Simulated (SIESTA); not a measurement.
Crystal: Gd.

```
CELL_PARAMETERS angstrom
3.65690 0.00000 0.00000
1.82845 3.16697 0.00000
1.82845 1.05566 2.98585
ATOMIC_POSITIONS crystal
Gd 0.00000 0.00000 0.00000
```

This isn't the form of Gd at room conditions, which is hcp.

```yaml
Program: SIESTA 5.4.2
Task: relaxation of cell and atoms
Functional: PW91
Potentials_or_basis: PseudoDojo 3+ lanthanides (4f in the core) (PBE files)
Basis: DZP (energy shift 0.003 Ry; two zetas on semicore shells)
Grid_cutoff: 800 Ry
Energy_shift: 0.003 Ry
k_mesh: 6 × 6 × 6
Occupations: fermi-dirac, width 0.05 eV
Spin: collinear spin, ferromagnetic start
Starting_moments: "[7.0] μB"
```

At the start: pressure -2.8 GPa; volume 34.58 Å³/atom.

How do energy, volume and symmetry change on relaxing?

Over 4 steps the energy falls by 22.5 meV/atom and the volume is 32.28 Å³/atom (-6.7 %); space group Fm-3m (No. 225, to 0.05 Å); moment 0.00 μB per cell.

Step by step:
```csv
step,energy change (eV),largest force (eV/Å),pressure (GPa),volume (Å³)
1,0.0000,0.0000,-2.83,34.58
2,-0.0168,0.0000,-1.53,33.40
3,-0.0203,0.0000,1.06,31.56
4,-0.0225,0.0000,-0.02,32.28
```

Final structure:
```cif
data_structure
_symmetry_space_group_name_H-M 'P 1'
_symmetry_Int_Tables_number 1
_cell_length_a 3.5739
_cell_length_b 3.5739
_cell_length_c 3.5739
_cell_angle_alpha 60.000
_cell_angle_beta 60.000
_cell_angle_gamma 60.000
_cell_volume 32.28
loop_
_atom_site_label
_atom_site_type_symbol
_atom_site_fract_x
_atom_site_fract_y
_atom_site_fract_z
_atom_site_occupancy
Gd1 Gd 0.00000 0.00000 0.00000 1
```

Caveat: the potentials were made for another functional, which shifts forces and pressure; the basis of atomic orbitals isn't converged, which shifts pressures, moduli and gaps.
